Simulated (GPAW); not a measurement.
Runs of GPAW 26.7.0 on WS2 (Tungstenite). Symmetry: P6_3/mmc, No. 194, hexagonal system. The conventional cell has a = 3.180 Å, b = 3.180 Å, c = 12.500 Å, α = 90.00°, β = 90.00°, γ = 120.00°. W (site symmetry -6m2) has 6 S at 2.41 Å as nearest neighbours. S (site symmetry 3m) has 3 W at 2.41 Å as nearest neighbours. 

```tsv
task	level	potentials or basis	cell	k mesh	cutoff (eV)	smearing	maxiter	eps inf used	response ecut	response k mesh	response bands	mesh quality	gap on the mesh (eV)
one-shot levels on a semilocal density	r2SCAN	GPAW PAW data sets (gpaw-data 1.2.1), pw	P6_3/mmc, 18.24 Å³/atom	5 × 5 × 1	500	fermi-dirac 0.001 eV	150	9.819	-	-	-	coarse	1.23
dielectric tensor	PBE	GPAW PAW data sets (gpaw-data 1.2.1), pw	P6_3/mmc, 18.24 Å³/atom	8 × 8 × 2	500	fermi-dirac 0.001 eV	150	-	80 eV	13 × 13 × 3	74	not flagged	1.19
single point	PBE	GPAW PAW data sets (gpaw-data 1.2.1), pw	P6_3/mmc, 18.24 Å³/atom	8 × 8 × 2	500	fermi-dirac 0.05 eV	120	-	-	-	-	not flagged	1.19
dielectric tensor	LDA	the program's PAW data sets (release 1.2.1) made for this functional, pw	P6_3/mmc, 18.97 Å³/atom	8 × 8 × 2	400	fermi-dirac 0.001 eV	150	-	80 eV	13 × 13 × 3	74	not flagged	(a)
dielectric tensor	LDA	the program's PAW data sets (release 1.2.1) made for this functional, pw	P6_3/mmc, 17.15 Å³/atom	8 × 8 × 2	400	fermi-dirac 0.001 eV	150	-	80 eV	13 × 13 × 3	74	not flagged	1.06
dielectric tensor	LDA	the program's PAW data sets (release 1.2.1) made for this functional, pw	P6_3/mmc, 18.61 Å³/atom	8 × 8 × 2	400	fermi-dirac 0.001 eV	150	-	80 eV	13 × 13 × 3	74	not flagged	1.12
```

Alike in all rows: no spin polarisation.

**Question.** Estimate the missing entries.

**Answer.** (a) 1.13.

Caveats: some runs use coarse meshes; spin-orbit coupling is left out, which moves the levels of the heavy elements; an odd mesh through Γ misses points on the zone boundary, where band edges often lie (some runs); the long-wavelength limit can be off by several per cent where d states take part (some runs); this functional lacks dispersion, which binds the layers, so the pressure and a relaxed spacing across them are unreliable (some runs); energy and the plain gap are those of the semilocal run (some runs); the hybrids' values are one shot on its orbitals and mesh (some runs); the PAW data sets were made with another functional, which shifts forces and pressure a little (some runs).

A k mesh can miss the band edges, and the runs leave out spin-orbit coupling on W.
